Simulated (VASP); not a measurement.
Write the native input for VASP 6.6.1 that does the following.

| Item | Value |
| --- | --- |
| Task | single point |
| Functional | HSE(alpha, omega) |
| Potentials or basis | VASP PAW PBE potentials, release 64 (Cu, O) |
| Cutoff | 520 eV |
| k mesh | 5 × 5 × 3 |
| Occupations | fermi-dirac, width 0.05 eV |
| Spin | no spin polarisation |
| Screening parameter | 0.1 |
| Grid for exact exchange (PRECFOCK) | Fast |
| Further INCAR settings | ALGO = Normal; EDIFF = 1e-06; NBANDS = 25 |

CuO:

```
CELL_PARAMETERS angstrom
3.28802 0.00000 0.00000
-1.64401 2.84751 0.00000
0.00000 0.00000 5.38502
ATOMIC_POSITIONS crystal
Cu 0.66667 0.33333 0.00000
Cu 0.33333 0.66667 0.50000
O 0.66667 0.33333 0.62520
O 0.33333 0.66667 0.12520
```

Measurements of this composition are mostly on another form, of space group No. 15.

The input as run:

POSCAR

```
CuO
1.0
    3.2880244300      0.0000000000      0.0000000000
   -1.6440122100      2.8475126800      0.0000000000
    0.0000000000      0.0000000000      5.3850248600
Cu O
2 2
Direct
    0.6666666667      0.3333333333      0.0000000000
    0.3333333333      0.6666666667      0.5000000000
    0.6666666667      0.3333333333      0.6252000000
    0.3333333333      0.6666666667      0.1252000000
```

INCAR.step1

```
SYSTEM = CuO
PREC     = Accurate       ! precision mode
ENCUT    = 520            ! plane-wave cutoff, eV
EDIFF    = 1E-5           ! SCF threshold, eV
ISMEAR   = -1             ! smearing method
SIGMA    = 0.05           ! smearing width, eV
LREAL    = .FALSE.        ! projectors in reciprocal space
LASPH    = .TRUE.         ! aspherical terms in the spheres
NELM     = 60             ! most SCF steps
ALGO     = Normal         ! electronic algorithm
ISIF     = 2              ! what is computed and relaxed
LWAVE    = .TRUE.         ! write WAVECAR
LCHARG   = .FALSE.        ! write CHGCAR
NBANDS   = 25             ! bands
GGA      = PE             ! functional
```

INCAR.step2

```
SYSTEM = CuO
PREC     = Accurate       ! precision mode
ENCUT    = 520            ! plane-wave cutoff, eV
EDIFF    = 1E-6           ! SCF threshold, eV
ISMEAR   = -1             ! smearing method
SIGMA    = 0.05           ! smearing width, eV
LREAL    = .FALSE.        ! projectors in reciprocal space
LASPH    = .TRUE.         ! aspherical terms in the spheres
NELM     = 60             ! most SCF steps
ALGO     = Normal         ! electronic algorithm
ISIF     = 2              ! what is computed and relaxed
LWAVE    = .FALSE.        ! write WAVECAR
LCHARG   = .FALSE.        ! write CHGCAR
GGA      = PE             ! functional
LHFCALC  = .TRUE.         ! exact exchange
HFSCREEN = 0.1            ! screening, 1/A
AEXX     = 0.25           ! exact-exchange fraction
PRECFOCK = Fast         
NBANDS   = 25             ! bands
ISTART   = 1
```

KPOINTS

```
Automatic mesh
0
G
  5 5 3
  0 0 0
```

Potentials or basis: VASP PAW PBE potentials, release 64 (Cu, O).

Command:

```console
$ cat potpaw_PBE.64/Cu/POTCAR potpaw_PBE.64/O/POTCAR > POTCAR
$ cp INCAR.step1 INCAR
$ mpirun -np 1 vasp_std > vasp.out
$ cp INCAR.step2 INCAR
$ mpirun -np 1 vasp_std > vasp.out
```

Results of the run:

```yaml
Pressure: -12.4 GPa
Largest_force: 0.231 eV/Å
Band_gap_on_the_k_mesh: none (metal or under the smearing width)
```

Caveat: the k mesh is coarse (spacing up to 0.44 Å⁻¹), so the values aren't converged, least of all with exact exchange; the PAW data sets were made with another functional, which shifts forces and pressure a little; the run has no spin polarisation, though such a crystal can be magnetic.

Wall time 17 min on 1 thread of Intel(R) Xeon(R) Platinum 8488C (Sapphire Rapids), on a shared host, peak memory 0.26 GiB.
